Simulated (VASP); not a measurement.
# Ru (P6_3/mmc) in VASP: single point with LDA

Aim: the single point of Ru with LDA.

Everything below comes from runs of VASP 6.6.1. Logs are shortened: lines on timing, memory, paths and dates and some standing lists are left out, and cuts for length are marked.

## 1. The structure

Symmetry: P6_3/mmc, No. 194, hexagonal system. The conventional cell has a = 2.675 Å, b = 2.675 Å, c = 4.235 Å, α = 90.00°, β = 90.00°, γ = 120.00°. Ru (site symmetry -6m2) has 12 Ru at 2.62 to 2.67 Å as nearest neighbours.

## 2. Single point, LDA

INCAR

```
PREC = Accurate
ENCUT = 520
EDIFF = 1E-6
ISMEAR = 1
SIGMA = 0.1
LREAL = False
LASPH = True
NELM = 80
ALGO = Fast
ISIF = 2
LWAVE = False
LCHARG = False
ICORELEVEL = 1
```

KPOINTS

```
Automatic mesh
0
Gamma
  15 15 13
```

POSCAR

```
Ru
1.0
    2.6745381300      0.0000000000      0.0000000000
   -1.3372689400      2.3162178900      0.0000000000
    0.0000000000      0.0000000000      4.2350900000
Ru
2
Direct
    0.3333330000      0.6666660000      0.2500000000
    0.6666670000      0.3333340000      0.7500000000
```

Potentials or basis: VASP PAW LDA potentials, release 64 (Ru_pv).

Launch:

```bash
cat potpaw_LDA.64/Ru_pv/POTCAR > POTCAR
mpirun -np 1 vasp_std > vasp.out
```

OUTCAR:

```text
PREC = Accurate
   ENCUT = 520
   EDIFF = 1E-6
   ISMEAR = 1
   LREAL = False
   LASPH = True
   NELM = 80
   ISIF = 2

 ion  position               nearest neighbor table
   1  0.333  0.667  0.250-   2 2.62   2 2.62   2 2.62   2 2.62   2 2.62   2 2.62
   2  0.667  0.333  0.750-   1 2.62   1 2.62   1 2.62   1 2.62   1 2.62   1 2.62

  LATTYP: Found a hexagonal cell.
 ALAT       =     2.6745381300
 C/A-ratio  =     1.5834846221

  Lattice vectors:

 A1 = (   2.6745381300,   0.0000000000,   0.0000000000)
 A2 = (  -1.3372689400,   2.3162178900,   0.0000000000)
 A3 = (   0.0000000000,   0.0000000000,   4.2350900000)

Analysis of symmetry for initial positions (statically):
=====================================================================
 Subroutine PRICEL returns:
 Original cell was already a primitive cell.

 Routine SETGRP: Setting up the symmetry group for a
 hexagonal supercell.

 Subroutine GETGRP returns: Found 24 space group operations
 (whereof 12 operations were pure point group operations)
 out of a pool of 24 trial point group operations.

The static configuration has the point symmetry D_3d.
 The point group associated with its full space group is D_6h.

Analysis of symmetry for dynamics (positions and initial velocities):
=====================================================================
 Subroutine PRICEL returns:
 Original cell was already a primitive cell.

 Routine SETGRP: Setting up the symmetry group for a
 hexagonal supercell.

 Subroutine GETGRP returns: Found 24 space group operations
 (whereof 12 operations were pure point group operations)
 out of a pool of 24 trial point group operations.

The dynamic configuration has the point symmetry D_3d.
 The point group associated with its full space group is D_6h.

 Subroutine INISYM returns: Found 24 space group operations
 (whereof 12 operations are pure point group operations),
 and found     1 'primitive' translations

----------------------------------------------------------------------------------------

                                     Primitive cell

  volume of cell :      26.2356

  direct lattice vectors                    reciprocal lattice vectors
     2.674538130  0.000000000  0.000000000     0.373896333  0.215869135  0.000000000
    -1.337268940  2.316217890  0.000000000     0.000000000  0.431738311  0.000000000
     0.000000000  0.000000000  4.235090000     0.000000000  0.000000000  0.236122491

  length of vectors
     2.674538130  2.674538003  4.235090000     0.431738291  0.431738311  0.236122491

  position of ions in fractional coordinates (direct lattice)
     0.333333000  0.666666000  0.250000000
     0.666667000  0.333334000  0.750000000

  ion indices of the primitive-cell ions
   primitive index   ion index
                 1           1
                 2           2

----------------------------------------------------------------------------------------

 KPOINTS: Automatic mesh

Automatic generation of k-mesh.
 Grid dimensions read from file:
 generate k-points for:   15   15   13

 Generating k-lattice:

  Cartesian coordinates                     Fractional coordinates (reciprocal lattice)
     0.024926422  0.014391276  0.000000000     0.066666667  0.000000000  0.000000000
     0.000000000  0.028782554  0.000000000     0.000000000  0.066666667  0.000000000
     0.000000000  0.000000000  0.018163269     0.000000000  0.000000000  0.076923077

  Length of vectors
     0.028782553  0.028782554  0.018163269

  Shift w.r.t. Gamma in fractional coordinates (k-lattice)
     0.000000000  0.000000000  0.000000000

 Subroutine IBZKPT returns following result:
 ===========================================

 Found    189 irreducible k-points:

 Following reciprocal coordinates:
            Coordinates               Weight
  0.000000  0.000000  0.000000      1.000000
  0.066667  0.000000  0.000000      6.000000
  0.133333  0.000000  0.000000      6.000000
  0.200000  0.000000  0.000000      6.000000
  0.266667  0.000000  0.000000      6.000000
  0.333333  0.000000  0.000000      6.000000
[... 16 lines left out ...]
  0.333333  0.200000  0.000000     12.000000
  0.400000  0.200000  0.000000      6.000000
 [... further k-points ...]
   k-points           NKPTS =    189   k-points in BZ     NKDIM =    189   number of bands    NBANDS=     18
   number of dos      NEDOS =    301   number of ions     NIONS =      2
   total plane-waves  NPLWV =  12800
   dimension x,y,z NGX =    20 NGY =   20 NGZ =   32
   dimension x,y,z NGXF=    40 NGYF=   40 NGZF=   64
   ions per type =               2
   NGX,Y,Z   is equivalent  to a cutoff of  12.43, 12.43, 12.56 a.u.
   NGXF,Y,Z  is equivalent  to a cutoff of  24.86, 24.86, 25.12 a.u.
 SYSTEM =  unknown system
   PREC   = accura    normal or accurate (medium, high low for compatibility)
   ISTART =      0    job   : 0-new  1-cont  2-samecut
   ICHARG =      2    charge: 1-file 2-atom 10-const
   ISPIN  =      1    spin polarized calculation?
   LNONCOLLINEAR =      F non collinear calculations
   LSORBIT =      F    spin-orbit coupling
   LASPH  =      T    aspherical Exc in radial PAW
   ENCUT  =  520.0 eV  38.22 Ry    6.18 a.u.   4.97  4.97  7.87*2*pi/ulx,y,z
   NELM   =     80;   NELMIN=  2; NELMDL= -5     # of ELM steps
   EDIFF  = 0.1E-05   stopping-criterion for ELM
   LREAL  =      F    real-space projection
[... 7 lines left out ...]
   TEBEG  =    0.0;   TEEND  =   0.0 temperature during run
   PSTRESS=    0.0 pullay stress
   NELECT =      28.0000    total number of electrons
   NUPDOWN=      -1.0000    fix difference up-down
   EMIN   =  10.00;   EMAX   =-10.00  energy-range for DOS
   EFERMI =   0.00;   METHOD = LEGACY
   ISMEAR =     1;   SIGMA  =   0.10  broadening in eV -4-tet -1-fermi 0-gaus
   EFERMI_NEDOS =   21; number of points for ismear=-14 and -15
   IALGO  =     68    algorithm
   IMIX   =      4    mixing-type and parameters
     AMIX     =   0.40;   BMIX     =  1.00
     AMIX_MAG =   1.60;   BMIX_MAG =  1.00
  volume/ion in A,a.u.               =      13.12        88.52
  Fermi-wavevector in a.u.,A,eV,Ry     =   1.673005  3.161521 38.081966  2.798946
  Thomas-Fermi vector in A             =   2.758052
   LORBIT       =      0    0 simple, 1 ext, 2 COOP (PROOUT), +10 PAW based schemes
   GGA     = CA    functional components
   LHFCALC =     F    Hartree Fock is set to
   AEXX    =    0.0000 exact exchange contribution
   IVDW    =     0    specifies the selected vdW correction
   LEPSILON=     F    determine dielectric tensor
   LRPA    =     F    only Hartree local field effects (RPA)
 non-spin polarized calculation
 RMM-DIIS sequential band-by-band and
 Methfessel and Paxton  Order N= 1 SIGMA  =   0.10
  energy-cutoff  :      520.00
  volume of cell :       26.24
 maximum number of plane-waves:       732
 NGX is ok and might be reduce to    20
   NGX =  9   NGY =  9   NGZ = 15

 number of electron      27.9999992 magnetization

 Free energy of the ion-electron system (eV)
  ---------------------------------------------------
  ext. energy  EPLUGINS =         0.00000000
  ---------------------------------------------------
  free energy    TOTEN  =       -21.39454654 eV

  energy without entropy =      -21.39346503  energy(sigma->0) =      -21.39418604

 the core state eigenenergies are
   1-  1s -21796.7681  2s  -3124.0098  2p  -2800.9569  3s   -536.0755  3p   -429.4780
       3d   -256.8224  4s    -59.2596
   2-  1s -21796.7681  2s  -3124.0098  2p  -2800.9569  3s   -536.0755  3p   -429.4780
       3d   -256.8224  4s    -59.2596

 E-fermi :  13.3186     XC(G=0): -14.5925

 val. band max:       13.3058320984   @ k =   0.0667   0.0667   0.3846
 cond. band min:      13.3187665886   @ k =   0.2000   0.1333   0.0769
 fundamental gap:      0.0129344902
 Fermi energy:        13.3185986476

 k-point     1 :       0.0000    0.0000    0.0000
  band No.  band energies     occupation
      1     -30.2567      2.00000
      2     -29.1942      2.00000
      3     -29.1942      2.00000
      4     -29.0026      2.00000
      5     -29.0026      2.00000
      6     -28.9567      2.00000
[... 10 lines left out ...]
     17      14.5988     -0.00000
     18      14.6664     -0.00000

 k-point     2 :       0.0667    0.0000    0.0000
  band No.  band energies     occupation
      1     -30.2395      2.00000
      2     -29.2313      2.00000
      3     -29.2067      2.00000
      4     -29.0414      2.00000
      5     -29.0076      2.00000
      6     -28.9647      2.00000
[... 10 lines left out ...]
     17      14.6676     -0.00000
     18      16.2250      0.00000

 k-point     3 :       0.1333    0.0000    0.0000
  band No.  band energies     occupation
      1     -30.1892      2.00000
      2     -29.3365      2.00000
      3     -29.2413      2.00000
      4     -29.1495      2.00000
      5     -29.0224      2.00000
      6     -28.9885      2.00000
[... 10 lines left out ...]
     17      14.8315     -0.00000
     18      17.9350      0.00000

 k-point     4 :       0.2000    0.0000    0.0000
  band No.  band energies     occupation
      1     -30.1103      2.00000
      2     -29.4913      2.00000
      3     -29.3046      2.00000
      4     -29.2905      2.00000
      5     -29.0456      2.00000
      6     -29.0284      2.00000
[... 160 lines left out ...]
 k-point    12 :       0.2667    0.0667    0.0000
  band No.  band energies     occupation
      1     -29.9448      2.00000
      2     -29.7525      2.00000
      3     -29.5812      2.00000
      4     -29.3723      2.00000
      5     -29.1227      2.00000
      6     -29.1092      2.00000
[... 10 lines left out ...]
     17      15.1881     -0.00000
     18      22.5047      0.00000

 k-point    13 :       0.3333    0.0667    0.0000
  band No.  band energies     occupation
      1     -29.9026      2.00000
      2     -29.8340      2.00000
      3     -29.7071      2.00000
      4     -29.4292      2.00000
      5     -29.1948      2.00000
      6     -29.1372      2.00000
[... 10 lines left out ...]
     17      15.2710     -0.00000
     18      23.0824      0.00000

 k-point    14 :       0.4000    0.0667    0.0000
  band No.  band energies     occupation
      1     -30.0041      2.00000
      2     -29.7922      2.00000
      3     -29.7393      2.00000
      4     -29.4658      2.00000
      5     -29.2632      2.00000
      6     -29.1564      2.00000
      7       7.0655      2.00000
      8       7.6731      2.00000
      9       7.8414      2.00000
     10      10.1741      2.00000
     11      11.0335      2.00000
     12      11.1813      2.00000

------------------------ aborting loop because EDIFF is reached ----------------------------------------

  FORCE on cell =-STRESS in cart. coord.  units (eV):
  Direction    XX          YY          ZZ          XY          YZ          ZX
  --------------------------------------------------------------------------------------
  -------------------------------------------------------------------------------------
  Total       -0.0242470     -0.0242470     -0.0493642     -0.0000000      0.0000000      0.0000000
  in kB       -1.4807382     -1.4807381     -3.0146154     -0.0000001      0.0000000      0.0000000
  external PRESSURE =      -1.9920305 kB  Pullay stress =       0.0000000 kB

 VOLUME and BASIS-vectors are now :
 -----------------------------------------------------------------------------
  energy-cutoff  :      520.00
  volume of cell :       26.24
      direct lattice vectors                 reciprocal lattice vectors
     2.674538130  0.000000000  0.000000000     0.373896333  0.215869135  0.000000000
    -1.337268940  2.316217890  0.000000000     0.000000000  0.431738311  0.000000000
     0.000000000  0.000000000  4.235090000     0.000000000  0.000000000  0.236122491

 POSITION                                       TOTAL-FORCE (eV/Angst)
 -----------------------------------------------------------------------------------
      0.00000      1.54414      1.05877         0.000000     -0.000000      0.000000
      1.33727      0.77207      3.17632        -0.000000      0.000000      0.000000
 -----------------------------------------------------------------------------------
    total drift:                                0.000010     -0.000504      0.000001

  FREE ENERGIE OF THE ION-ELECTRON SYSTEM (eV)
  ---------------------------------------------------
  free  energy   TOTEN  =       -21.3945465421 eV

  energy  without entropy=      -21.3934650265  energy(sigma->0) =      -21.39418604
```

Run time: 39 s. Hardware: 1 thread of Intel Xeon Platinum 8488C (Sapphire Rapids), shared host; peak memory 0.18 GiB.

Results:

```yaml
Free_energy: -21.3945 eV
Pressure: -0.2 GPa
Band_gap_on_the_k_mesh: none (metal or under the smearing width)
```

Core levels (eV, on the scale of the bands):
```
atom                                                                          levels
1 Ru  1s -21796.8, 2s -3124.0, 2p -2801.0, 3s -536.1, 3p -429.5, 3d -256.8, 4s -59.3
2 Ru  1s -21796.8, 2s -3124.0, 2p -2801.0, 3s -536.1, 3p -429.5, 3d -256.8, 4s -59.3
```
